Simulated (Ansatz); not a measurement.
**Li under changes of volume**

One of the cells (21.609 Å³/atom); the others are scaled copies at fixed shape and fractional positions:

```
Li
1.0
    -1.75465    1.75465    1.75465
     1.75465   -1.75465    1.75465
     1.75465    1.75465   -1.75465
Li
1
Direct
  0.00000 0.00000 0.00000
```

- Program: Ansatz 0.2.0
- Functional: PBE
- Potentials or basis: JTH PAW
- Cutoff: 1170 eV (not typed: the program's choice for these potentials)
- k mesh: 11 × 11 × 11
- Occupations: fermi-dirac, width 0.05 eV
- Spin: no spin polarisation

```csv
volume (Å³/atom),energy over the lowest point (meV/atom),pressure (GPa)
20.312,0.00,0.0
20.744,?,?
21.177,1.71,-0.6
21.609,3.59,-0.8
22.041,6.06,-1.0
22.473,9.09,-1.2
22.905,12.62,-1.4
```

Question: What does the run at 20.744 Å³/atom give?

Answer: Energy over the lowest point 0.49 meV/atom; pressure -0.3 GPa.

Worked out: A Birch-Murnaghan fit of order 3 (a polynomial in V^(-2/3)) to the other rows has its minimum at 20.25 Å³/atom, just outside them, with B0 = V·E''(V) = 13.9 GPa and B' = 3.2. It gives 0.49 meV/atom at 20.744 Å³/atom, against the run's 0.49, and -dE/dV = -0.3 GPa, against -0.3.

Energies are extrapolated to zero smearing.
